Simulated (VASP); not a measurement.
# Cu (P6/mmm) in VASP: a series of runs

One crystal, Cu, is run at these levels: r2SCAN; tasks: single point, relaxation of cell and atoms.

Program: VASP 6.6.1. These are calculated values, not measurements. Logs are shortened: lines on timing, memory, paths and dates and some standing lists are left out, and cuts for length are marked.

## 1. The structure

It takes space group P6/mmm (No. 191, hexagonal). Conventional cell: a = 4.220 Å, b = 4.220 Å, c = 2.587 Å, α = 90.00°, β = 90.00°, γ = 120.00°. Around Cu (site symmetry 6/mmm) lie 14 Cu at 2.59 to 2.76 Å. Around Cu (site symmetry -6m2) lie 11 Cu at 2.44 to 2.76 Å.

The cell was built by a generator and needn't be a form met in nature.

## 2. Single point, r2SCAN

The input, POSCAR:

```
Cu
1.0
    4.2199435286      0.0000000000      0.0000000000
   -2.1099717643      3.6545782983      0.0000000000
    0.0000000000      0.0000000000      2.5870088588
Cu
3
Direct
    0.0000000000      0.0000000000      0.0000000000
    0.3333333333      0.6666666667      0.5000000000
    0.6666666667      0.3333333333      0.5000000000
```

The input, INCAR.step1:

```
PREC = Accurate
ENCUT = 520
ISMEAR = 0
SIGMA = 0.1
LREAL = F
LASPH = T
NELM = 100
NBANDS = 24
GGA = PE
ALGO = Normal
EDIFF = 1E-4
LWAVE = T
LCHARG = F
```

The input, INCAR.step2:

```
PREC = Accurate
ENCUT = 520
EDIFF = 1E-7
ISMEAR = 0
SIGMA = 0.1
LREAL = F
LASPH = T
NELM = 100
ALGO = Normal
ISIF = 2
LWAVE = F
LCHARG = T
METAGGA = R2SCAN
LMIXTAU = T
LELF = T
LVHAR = T
NBANDS = 24
ISTART = 1
```

The input, KPOINTS:

```
Automatic mesh
0
Gamma
  6 6 8
```

Potentials or basis: VASP PAW PBE potentials, release 64 (Cu).

Launch:

```bash
cat potpaw_PBE.64/Cu/POTCAR > POTCAR
cp INCAR.step1 INCAR
mpirun -np 1 vasp_std > vasp.out
cp INCAR.step2 INCAR
mpirun -np 1 vasp_std > vasp.out
```

OUTCAR:

```text
PREC = Accurate
   ENCUT = 520
   EDIFF = 1E-7
   ISMEAR = 0
   LREAL = F
   LASPH = T
   NELM = 100
   ISIF = 2
   METAGGA = R2SCAN
   ISTART = 1

 ion  position               nearest neighbor table
   1  0.000  0.000  0.000-   2 2.76   3 2.76   2 2.76   3 2.76   2 2.76   2 2.76   3 2.76   3 2.76
                             3 2.76   3 2.76   2 2.76   2 2.76
   2  0.333  0.667  0.500-   3 2.44   3 2.44   3 2.44   1 2.76   1 2.76   1 2.76   1 2.76   1 2.76
                             1 2.76
   3  0.667  0.333  0.500-   2 2.44   2 2.44   2 2.44   1 2.76   1 2.76   1 2.76   1 2.76   1 2.76
                             1 2.76

  LATTYP: Found a hexagonal cell.
 ALAT       =     4.2199435286
 C/A-ratio  =     0.6130434783

  Lattice vectors:

 A1 = (   4.2199435286,   0.0000000000,   0.0000000000)
 A2 = (  -2.1099717643,   3.6545782983,   0.0000000000)
 A3 = (   0.0000000000,   0.0000000000,   2.5870088588)

Analysis of symmetry for initial positions (statically):
=====================================================================
 Subroutine PRICEL returns:
 Original cell was already a primitive cell.

 Routine SETGRP: Setting up the symmetry group for a
 hexagonal supercell.

 Subroutine GETGRP returns: Found 24 space group operations
 (whereof 24 operations were pure point group operations)
 out of a pool of 24 trial point group operations.

The static configuration has the point symmetry D_6h.

Analysis of symmetry for dynamics (positions and initial velocities):
=====================================================================
 Subroutine PRICEL returns:
 Original cell was already a primitive cell.

 Routine SETGRP: Setting up the symmetry group for a
 hexagonal supercell.

 Subroutine GETGRP returns: Found 24 space group operations
 (whereof 24 operations were pure point group operations)
 out of a pool of 24 trial point group operations.

The dynamic configuration has the point symmetry D_6h.

 Subroutine INISYM returns: Found 24 space group operations
 (whereof 24 operations are pure point group operations),
 and found     1 'primitive' translations

----------------------------------------------------------------------------------------

                                     Primitive cell

  volume of cell :      39.8971

[... 86 lines left out ...]
   LSORBIT =      F    spin-orbit coupling
   LASPH  =      T    aspherical Exc in radial PAW
   ENCUT  =  520.0 eV  38.22 Ry    6.18 a.u.   7.85  7.85  4.81*2*pi/ulx,y,z
   NELM   =    100;   NELMIN=  2; NELMDL=  0     # of ELM steps
   EDIFF  = 0.1E-06   stopping-criterion for ELM
   LREAL  =      F    real-space projection
   EDIFFG = 0.1E-05   stopping-criterion for IOM
   NSW    =      0    number of steps for IOM
   IBRION =     -1    ionic relax: 0-MD 1-quasi-New 2-CG
   NFREE  =      0    steps in history (QN), initial steepest desc. (CG)
   ISIF   =      2    stress and relaxation
   ISYM   =      2    0-nonsym 1-usesym 2-fastsym
   POTIM  = 0.5000    time-step for ionic-motion
   TEBEG  =    0.0;   TEEND  =   0.0 temperature during run
   PSTRESS=    0.0 pullay stress
   NELECT =      33.0000    total number of electrons
   NUPDOWN=      -1.0000    fix difference up-down
   EMIN   =  10.00;   EMAX   =-10.00  energy-range for DOS
   EFERMI =   0.00;   METHOD = LEGACY
   ISMEAR =     0;   SIGMA  =   0.10  broadening in eV -4-tet -1-fermi 0-gaus
   EFERMI_NEDOS =   21; number of points for ismear=-14 and -15
   IALGO  =     38    algorithm
   IMIX   =      4    mixing-type and parameters
     AMIX     =   0.40;   BMIX     =  1.00
     AMIX_MAG =   1.60;   BMIX_MAG =  1.00
  volume/ion in A,a.u.               =      13.30        89.75
  Fermi-wavevector in a.u.,A,eV,Ry     =   1.536735  2.904007 32.130882  2.361553
  Thomas-Fermi vector in A             =   2.643342
   LORBIT       =      0    0 simple, 1 ext, 2 COOP (PROOUT), +10 PAW based schemes
   METAGGA = R2SCAN    functional components
   LHFCALC =     F    Hartree Fock is set to
   AEXX    =    0.0000 exact exchange contribution
   IVDW    =     0    specifies the selected vdW correction
   LEPSILON=     F    determine dielectric tensor
   LRPA    =     F    only Hartree local field effects (RPA)
 non-spin polarized calculation
 Gauss-broadening in eV      SIGMA  =   0.10
  energy-cutoff  :      520.00
  volume of cell :       39.90
 maximum number of plane-waves:      1095
 NGX is ok and might be reduce to    32
   NGX = 15   NGY = 15   NGZ =  9

 number of electron      32.9999989 magnetization

 Free energy of the ion-electron system (eV)
  ---------------------------------------------------
  ext. energy  EPLUGINS =         0.00000000
  ---------------------------------------------------
  free energy    TOTEN  =       -31.99390034 eV

  energy without entropy =      -31.98842592  energy(sigma->0) =      -31.99116313

 E-fermi :   6.1764     XC(G=0): -12.9504

 val. band max:        6.1096086174   @ k =   0.0000   0.0000   0.5000
 cond. band min:       6.2035431514   @ k =   0.1667   0.1667   0.0000
 fundamental gap:      0.0939345340
 Fermi energy:         6.1764312119

 k-point     1 :       0.0000    0.0000    0.0000
  band No.  band energies     occupation
      1      -2.7255      2.00000
      2       1.9451      2.00000
      3       2.7061      2.00000
      4       2.7063      2.00000
      5       2.7605      2.00000
      6       2.7607      2.00000
[... 637 lines left out ...]
     23      17.0412      0.00000
     24      19.8120      0.00000

 [... further k-points ...]

------------------------ aborting loop because EDIFF is reached ----------------------------------------

  FORCE on cell =-STRESS in cart. coord.  units (eV):
  Direction    XX          YY          ZZ          XY          YZ          ZX
  --------------------------------------------------------------------------------------
  -------------------------------------------------------------------------------------
  Total       -3.2947599     -3.2947599     -4.0861225      0.0000000      0.0000000      0.0000000
  in kB     -132.3099575   -132.3099575   -164.0892551      0.0000000      0.0000000      0.0000000
  external PRESSURE =    -142.9030567 kB  Pullay stress =       0.0000000 kB

 VOLUME and BASIS-vectors are now :
 -----------------------------------------------------------------------------
  energy-cutoff  :      520.00
  volume of cell :       39.90
      direct lattice vectors                 reciprocal lattice vectors
     4.219943529  0.000000000  0.000000000     0.236969996  0.136814691  0.000000000
    -2.109971764  3.654578298  0.000000000     0.000000000  0.273629382  0.000000000
     0.000000000  0.000000000  2.587008859     0.000000000  0.000000000  0.386546802

 POSITION                                       TOTAL-FORCE (eV/Angst)
 -----------------------------------------------------------------------------------
      0.00000      0.00000      0.00000         0.000000      0.000000      0.000000
     -0.00000      2.43639      1.29350         0.000000     -0.000000      0.000000
      2.10997      1.21819      1.29350        -0.000000      0.000000     -0.000000
 -----------------------------------------------------------------------------------
    total drift:                               -0.000000      0.000000      0.000000

  FREE ENERGIE OF THE ION-ELECTRON SYSTEM (eV)
  ---------------------------------------------------
  free  energy   TOTEN  =       -31.9939003375 eV

  energy  without entropy=      -31.9884259207  energy(sigma->0) =      -31.99116313
```

OUTCAR.step1:

```text
PREC = Accurate
   ENCUT = 520
   ISMEAR = 0
   LREAL = F
[... 879 lines left out ...]
      0.00000      0.00000      0.00000         0.000000      0.000000      0.000000
     -0.00000      2.43639      1.29350        -0.000000     -0.000000      0.000000
      2.10997      1.21819      1.29350         0.000000      0.000000      0.000000
 -----------------------------------------------------------------------------------
    total drift:                               -0.000000      0.000000      0.000000

  FREE ENERGIE OF THE ION-ELECTRON SYSTEM (eV)
  ---------------------------------------------------
  free  energy   TOTEN  =       -10.8578629736 eV

  energy  without entropy=      -10.8521662222  energy(sigma->0) =      -10.85501460
```

Wall time 60 s (1 thread of Intel Xeon 6975P-C (Granite Rapids), shared host); peak memory 0.17 GiB.

What came out:

```
Free energy            : -31.9939 eV
Pressure               : -14.3 GPa
Band gap on the k mesh : none (metal or under the smearing width)
```

Stress tensor (GPa, compression positive):
```
-13.23   0.00   0.00
  0.00 -13.23   0.00
  0.00   0.00 -16.41
```

Caveat: the PAW data sets were made with another functional, which shifts forces and pressure a little.

(Continued in part 2 of 3.)
